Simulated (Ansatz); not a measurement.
## CaSe in Ansatz: convergence with ecutrho ratio

Input of the first run (ecutrho ratio 4); the others differ in this setting and in those tied to it:

Contents of input.yaml:

```yaml
crystal:
  lattice:
    - [0.0, 2.956, 2.956]
    - [2.956, 0.0, 2.956]
    - [2.956, 2.956, 0.0]
  atoms:
    - { symbol: Se, position: [0.5, 0.5, 0.5] }
    - { symbol: Ca, position: [0.0, 0.0, 0.0] }
hamiltonian:
  xc: r2scan
  pseudopotentials: { kind: nc, accuracy: standard }
kpoints:
  mp_grid: { grid: [7, 7, 7] }
scf:
  occupations: { method: gaussian, width: 0.05 }
output:
  forces: true
  stress: true
  eigenvalues: true
basis:
  ecutrho_ratio: 4
```

Potentials or basis: PseudoDojo standard (PBE files).

Launch:

```bash
$ ansatz run input.yaml --threads 2 --pin off --max-ram 5632MiB --backend cpu --events-out ev --progress --plain --runs-dir out
```

Hardware: 2 threads of Arm Neoverse V1, with other jobs on the host.

| ecutrho ratio | energy less the tightest run, at zero smearing (meV/atom) | SCF cycles | CPU time (s) | peak memory (GiB) |
| --- | --- | --- | --- | --- |
| 4 | 0.00 | 8 | 8.7 | 0.68 |
| 5 | 0.00 | 8 | 10 | 0.83 |
| 6 | 0.00 | 8 | 11 | 1 |
| 8 | 0.00 | 8 | 15 | 1.5 |
| 10 | 0.00 | 8 | 17 | 1.7 |
| 12 | 0.00 | 8 | 21 | 2.1 |

Against the tightest run, the energy stays within 1 meV/atom from 4 on. The tightest run that finished is the yardstick and may itself not be fully converged.

Caveat, for the tightest run too: the meta-GGA runs on potentials made for a GGA; odd divisions of the mesh miss points on the zone boundary, where band edges often lie, so the gap on the mesh can be too wide.
